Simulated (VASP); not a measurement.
# CaSe (Fm-3m) in VASP: further runs, part 2 of 3

VASP 6.6.1.

### 5 Single point, r2SCAN

Input file INCAR:

```
ADDGRID = F ; ALGO = Normal
EDIFF = 1E-4 ; ENCUT = 450
ISIF = 2 ; ISMEAR = 0
LASPH = T ; LCHARG = F
LMIXTAU = T ; LREAL = F
LWAVE = F ; METAGGA = R2SCAN
NBANDS = 15 ; NELM = 100
PREC = Accurate ; SIGMA = 0.05
```

Input file KPOINTS:

```
k-points
0
Gamma
  5 5 5
```

Input file POSCAR:

```
CaSe
1.0
    0.0000000000      2.9560000000      2.9560000000
    2.9560000000      0.0000000000      2.9560000000
    2.9560000000      2.9560000000      0.0000000000
Se Ca
1 1
Direct
    0.5137070000      0.4880300000      0.5023060000
    0.0084580000     -0.0027510000     -0.0091450000
```

Potentials or basis: VASP PAW PBE potentials, release 64 (Se, Ca_sv).

Command:

```console
cat potpaw_PBE.64/Se/POTCAR potpaw_PBE.64/Ca_sv/POTCAR > POTCAR
mpirun -np 1 vasp_std > vasp.out
```

OUTCAR:

```text
EDIFF = 1E-4
   ENCUT = 450
   ISIF = 2
   ISMEAR = 0
   LASPH = T
   LREAL = F
   METAGGA = R2SCAN
   NELM = 100
   PREC = Accurate

 Found     63 irreducible k-points:

 Following reciprocal coordinates:
            Coordinates               Weight
  0.000000  0.000000  0.000000      1.000000
  0.200000  0.000000  0.000000      2.000000
  0.000000  0.200000  0.000000      2.000000
  0.000000  0.000000  0.200000      2.000000
  0.200000  0.200000  0.200000      2.000000
  0.400000  0.000000  0.000000      2.000000
   k-points           NKPTS =     63   k-points in BZ     NKDIM =     63   number of bands    NBANDS=     15
   number of dos      NEDOS =    301   number of ions     NIONS =      2
   total plane-waves  NPLWV =  27000
   dimension x,y,z NGX =    30 NGY =   30 NGZ =   30
   dimension x,y,z NGXF=    60 NGYF=   60 NGZF=   60
   ions per type =               1   1
   NGX,Y,Z   is equivalent  to a cutoff of  11.93, 11.93, 11.93 a.u.
   NGXF,Y,Z  is equivalent  to a cutoff of  23.86, 23.86, 23.86 a.u.
 SYSTEM =  unknown system
   PREC   = accura    normal or accurate (medium, high low for compatibility)
   ISTART =      0    job   : 0-new  1-cont  2-samecut
   ICHARG =      2    charge: 1-file 2-atom 10-const
   ISPIN  =      1    spin polarized calculation?
   LNONCOLLINEAR =      F non collinear calculations
   LSORBIT =      F    spin-orbit coupling
   LASPH  =      T    aspherical Exc in radial PAW
   ENCUT  =  450.0 eV  33.07 Ry    5.75 a.u.   7.23  7.23  7.23*2*pi/ulx,y,z
   NELM   =    100;   NELMIN=  2; NELMDL= -5     # of ELM steps
   EDIFF  = 0.1E-03   stopping-criterion for ELM
   LREAL  =      F    real-space projection
   EDIFFG = 0.1E-02   stopping-criterion for IOM
   NSW    =      0    number of steps for IOM
   IBRION =     -1    ionic relax: 0-MD 1-quasi-New 2-CG
   NFREE  =      0    steps in history (QN), initial steepest desc. (CG)
   ISIF   =      2    stress and relaxation
   ISYM   =      2    0-nonsym 1-usesym 2-fastsym
   POTIM  = 0.5000    time-step for ionic-motion
   TEBEG  =    0.0;   TEEND  =   0.0 temperature during run
   PSTRESS=    0.0 pullay stress
   NELECT =      16.0000    total number of electrons
   NUPDOWN=      -1.0000    fix difference up-down
   EMIN   =  10.00;   EMAX   =-10.00  energy-range for DOS
   EFERMI =   0.00;   METHOD = LEGACY
   ISMEAR =     0;   SIGMA  =   0.05  broadening in eV -4-tet -1-fermi 0-gaus
   EFERMI_NEDOS =   21; number of points for ismear=-14 and -15
   IALGO  =     38    algorithm
   IMIX   =      4    mixing-type and parameters
     AMIX     =   0.40;   BMIX     =  1.00
     AMIX_MAG =   1.60;   BMIX_MAG =  1.00
  volume/ion in A,a.u.               =      25.83       174.30
  Fermi-wavevector in a.u.,A,eV,Ry     =   1.107645  2.093145 16.692666  1.226876
  Thomas-Fermi vector in A             =   2.244161
   LORBIT       =      0    0 simple, 1 ext, 2 COOP (PROOUT), +10 PAW based schemes
   METAGGA = R2SCAN    functional components
   LHFCALC =     F    Hartree Fock is set to
   AEXX    =    0.0000 exact exchange contribution
   IVDW    =     0    specifies the selected vdW correction
   LEPSILON=     F    determine dielectric tensor
   LRPA    =     F    only Hartree local field effects (RPA)
 non-spin polarized calculation
 Gauss-broadening in eV      SIGMA  =   0.05
  energy-cutoff  :      450.00
  volume of cell :       51.66
 maximum number of plane-waves:      1139
 NGX is ok and might be reduce to    30
   NGX = 15   NGY = 15   NGZ = 15

 number of electron      16.0000001 magnetization

 Free energy of the ion-electron system (eV)
  ---------------------------------------------------
  ext. energy  EPLUGINS =         0.00000000
  ---------------------------------------------------
  free energy    TOTEN  =       -25.96847441 eV

  energy without entropy =      -25.96847441  energy(sigma->0) =      -25.96847441

 E-fermi :   2.4773     XC(G=0):  -9.5872

 val. band max:        2.1934623135   @ k =   0.0000   0.0000   0.0000
 cond. band min:       4.8098998972   @ k =   0.4000   0.0000   0.4000
 fundamental gap:      2.6164375837
 Fermi energy:         2.4772924211

 k-point     1 :       0.0000    0.0000    0.0000
  band No.  band energies     occupation
      1     -39.0949      2.00000
      2     -19.2069      2.00000
      3     -19.2063      2.00000
      4     -19.2063      2.00000
      5     -10.0018      2.00000
      6       2.1916      2.00000
      7       2.1933      2.00000
      8       2.1935      2.00000
      9       6.3431      0.00000
     10       6.4225      0.00000
     11       6.4277      0.00000
     12       6.4293      0.00000
     13       7.0229      0.00000
     14       7.0329      0.00000
[... 77 lines left out ...]
      2     -19.3132      2.00000
      3     -19.2133      2.00000
      4     -19.2128      2.00000
      5      -9.3525      2.00000
      6      -0.8566      2.00000
      7       1.0912      2.00000
      8       1.0927      2.00000
      9       6.9887      0.00000
     10       8.0261      0.00000
     11       8.0265      0.00000
     12       8.7098      0.00000
     13       9.7971      0.00000
     14       9.8073      0.00000
     15      11.6479      0.00000

 [... further k-points ...]
[... 5 lines left out ...]
  --------------------------------------------------------------------------------------
  -------------------------------------------------------------------------------------
  Total        0.2586221      0.3142943      0.2608876     -0.0018060      0.0029304      0.0001395
  in kB        8.0210803      9.7477371      8.0913449     -0.0560138      0.0908860      0.0043261
  external PRESSURE =       8.6200541 kB  Pullay stress =       0.0000000 kB

 VOLUME and BASIS-vectors are now :
 -----------------------------------------------------------------------------
  energy-cutoff  :      450.00
  volume of cell :       51.66
      direct lattice vectors                 reciprocal lattice vectors
     0.000000000  2.956000000  2.956000000    -0.169147497  0.169147497  0.169147497
     2.956000000  0.000000000  2.956000000     0.169147497 -0.169147497  0.169147497
     2.956000000  2.956000000  0.000000000     0.169147497  0.169147497 -0.169147497

 POSITION                                       TOTAL-FORCE (eV/Angst)
 -----------------------------------------------------------------------------------
      2.92743      3.00333      2.96113        -0.021880     -0.168562      0.040249
      5.87684      2.95397      2.97287         0.021880      0.168562     -0.040249
 -----------------------------------------------------------------------------------
    total drift:                               -0.002526     -0.002638     -0.002989

  FREE ENERGIE OF THE ION-ELECTRON SYSTEM (eV)
  ---------------------------------------------------
  free  energy   TOTEN  =       -25.9684744128 eV

  energy  without entropy=      -25.9684744128  energy(sigma->0) =      -25.96847441
```

OSZICAR:

```text
N       E                     dE             d eps       ncg     rms          rms(c)
DAV:   1     0.842453944030E+02    0.84245E+02   -0.69965E+03  1890   0.905E+02
DAV:   2    -0.243267877367E+02   -0.10857E+03   -0.10344E+03  2387   0.242E+02
DAV:   3    -0.287050518156E+02   -0.43783E+01   -0.43335E+01  2626   0.465E+01
DAV:   4    -0.289304232877E+02   -0.22537E+00   -0.22521E+00  2549   0.881E+00
DAV:   5    -0.289317061892E+02   -0.12829E-02   -0.12829E-02  2541   0.720E-01    0.404E+00
DAV:   6    -0.256761038237E+02    0.32556E+01   -0.22104E+00  2465   0.121E+01    0.309E+00
DAV:   7    -0.263583247727E+02   -0.68222E+00   -0.83576E-01  2478   0.856E+00    0.810E-01
DAV:   8    -0.260196865861E+02    0.33864E+00   -0.42345E-01  2541   0.619E+00    0.462E-01
DAV:   9    -0.258821026547E+02    0.13758E+00   -0.31694E-01  2093   0.503E+00    0.325E-01
DAV:  10    -0.259617711338E+02   -0.79668E-01   -0.64211E-02  1946   0.214E+00    0.107E-01
DAV:  11    -0.259675790816E+02   -0.58079E-02   -0.71491E-03  2289   0.782E-01    0.116E-01
DAV:  12    -0.259625057812E+02    0.50733E-02   -0.38782E-03  1946   0.581E-01    0.640E-02
DAV:  13    -0.259675526903E+02   -0.50469E-02   -0.20183E-03  1890   0.417E-01    0.232E-02
DAV:  14    -0.259684725275E+02   -0.91984E-03   -0.36569E-04  2016   0.192E-01    0.747E-03
DAV:  15    -0.259684744128E+02   -0.18853E-05   -0.80702E-06  1106   0.232E-02
   1 F= -.25968474E+02 E0= -.25968474E+02  d E =-.600149E-17
```

stdout:

```text
POSCAR found type information on POSCAR SeCa
 POSCAR found :  2 types and       2 ions
 scaLAPACK will be used
 -----------------------------------------------------------------------------
|                                                                             |
|                                                                             |
|     You enforced a specific xc type in the INCAR file but a different       |
|     I HOPE YOU KNOW WHAT YOU ARE DOING!                                     |
|                                                                             |
 -----------------------------------------------------------------------------

 LDA part: xc-table for (None), standard interpolation
 POSCAR, INCAR and KPOINTS ok, starting setup
 FFT: planning ... GRIDC
 FFT: planning ... GRID_SOFT
 FFT: planning ... GRID
 WAVECAR not read
 entering main loop
```

Wall time 2 min (1 thread of Intel Xeon Platinum 8488C (Sapphire Rapids), shared host); peak memory 0.19 GiB.

The run converged, but some of its settings lie outside the range that counts as converged, so its numbers aren't taken as properties of the crystal.

What came out:

```yaml
Free_energy: -25.9685 eV
Pressure: 0.9 GPa
Largest_force: 0.175 eV/Å
Band_gap_on_the_k_mesh: 2.62 eV, indirect (least direct gap 3.51 eV)
```

Caveat: the PAW data sets were made with another functional, which shifts forces and pressure a little; an odd mesh through Γ misses points on the zone boundary, where band edges often lie.

[end of part 2 of 3]
